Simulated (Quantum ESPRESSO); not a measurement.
# TaS2: zone-centre phonons under several settings

```xyz
3
Lattice="3.3500 0.0000 0.0000 -1.6750 2.9012 0.0000 0.0000 0.0000 5.8600" Properties=species:S:1:pos:R:3 pbc="T T T"
Ta    0.0000    0.0000    0.0000
S     1.6750    0.9671    4.3950
S     0.0000    1.9341    1.4650
```

All runs used Quantum ESPRESSO 7.5; no spin polarisation; cutoff 789 eV.

```tsv
level	potentials	k mesh (s: shifted)	geometry	occupations	volume (Å³/atom)	pressure (GPa)	lowest optical mode without the field (cm⁻¹)	highest optical mode without the field (cm⁻¹)
BLYP	PseudoDojo 0.4.1 SR PBE standard	9 × 9 × 5	given cell, atoms relaxed	cold, width 0.2 eV	18.98	7.8	214	376
PBEsol	PseudoDojo 0.4.1 SR PBEsol standard	9 × 9 × 5	given cell, atoms relaxed	cold, width 0.136 eV	18.98	-1.1	218	368
WC	PseudoDojo 0.4.1 SR PBE standard	9 × 9 × 5	given cell, atoms relaxed	gaussian, width 0.272 eV	18.98	-0.5	215	365
PBE+D2	PseudoDojo 0.4.1 SR PBE standard	9 × 9 × 5	relaxed cell	methfessel-paxton, width 0.2 eV	?	0.0	?	?
rev-vdW-DF2	PseudoDojo 0.4.1 SR PBE standard	8 × 8 × 4	given cell, atoms relaxed	methfessel-paxton, width 0.2 eV	18.98	0.2	210	364
PBE	PseudoDojo 0.4.1 SR PBE standard	9 × 9 × 5	relaxed cell	cold, width 0.272 eV	21.44	0.1	210	360
```

What stands in the row left open?

Volume 19.31 Å³/atom; lowest optical mode without the field 215 cm⁻¹; highest optical mode without the field 373 cm⁻¹.

Caveats: the mesh is thin for the phonons of a metal (some runs); this functional lacks dispersion, which binds the layers, so the pressure and a relaxed spacing across them are unreliable (some runs); the potentials were made for another functional, which shifts forces and pressure (some runs); the cell is more than 3 GPa from zero pressure, which shifts response properties (some runs); the layers were relaxed without a dispersion term, so their spacing and the soft interlayer modes are unreliable (some runs).

For the row left open. Caveat: the mesh is thin for the phonons of a metal.
